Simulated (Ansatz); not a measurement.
# TiO2: a ladder of calculations

Cell of run 1: an entry of the Crystallography Open Database (COD).

```
Ti O
1.0
     4.59220    0.00000    0.00000
     0.00000    4.59220    0.00000
     0.00000    0.00000    2.95740
Ti O
2 4
Direct
  0.00000 0.00000 0.00000
  0.50000 0.50000 0.50000
  0.30496 0.30496 0.00000
  0.19504 0.80496 0.50000
  0.69504 0.69504 0.00000
  0.80496 0.19504 0.50000
```

Atom numbers follow the list; atoms alike are taken as one site, whose name carries the number of the first.

Relaxed positions (PBE, cell held):

```
CELL_PARAMETERS angstrom
4.59220 0.00000 0.00000
0.00000 4.59220 0.00000
0.00000 0.00000 2.95740
ATOMIC_POSITIONS crystal
Ti 0.00000 0.00000 0.00000
Ti 0.50000 0.50000 0.50000
O 0.30422 0.30422 0.00000
O 0.19578 0.80422 0.50000
O 0.69578 0.69578 0.00000
O 0.80422 0.19578 0.50000
```

All runs are DFT with Ansatz 0.2.0 (plane waves and PAW, scalar-relativistic unless spin–orbit coupling is named, Γ-centred meshes, Fermi–Dirac smearing where given) in this cell.

Run 1: PBE, atoms as given; 420 eV, 7×7×10 k-points, smearing 0.02 eV.
Run 2: PBE, atoms relaxed; 420 eV, 7×7×10 k-points, smearing 0.02 eV.
Run 3: r2SCAN, at the relaxed atoms; 500 eV, 7×7×10 k-points, smearing 0.02 eV.
Run 4: LDA, at the relaxed atoms; 420 eV, 7×7×10 k-points, smearing 0.02 eV.

| run | Ti V_zz (η) | O V_zz (η) |
| --- | --- | --- |
| 1 | -2.27 (0.29) | 2.37 (0.95) |
| 2 | -1.99 (0.09) | 2.39 (1.00) |
| 3 | -2.05 (0.10) | -2.66 (0.88) |
| 4 | ? | ? |

V_zz in 10²¹ V/m².

Q: Estimate the row of run 4.

A: Ti: -1.81 (0.15); O: 2.14 (0.92). It lies nearest to run 2, from whose tensors on these sites it differs by 0.33 at most (largest principal value of the difference, on O). Taken one at a time, the functional (between the two that differ most) moves the tensors on these sites by up to 0.60 (largest principal value of the change, on O), the positions of the atoms (as given or relaxed) by 0.38 (Ti). On some sites the largest principal value moves to another axis from run to run, and the sign of V_zz can flip with it. On O η is near 1, so the change of sign is little more than a relabelling of axes.

The cell isn't the equilibrium one in runs 1, 2, 4 (calculated pressure 5, 5, -8 GPa), and the entry's cell may itself be off.
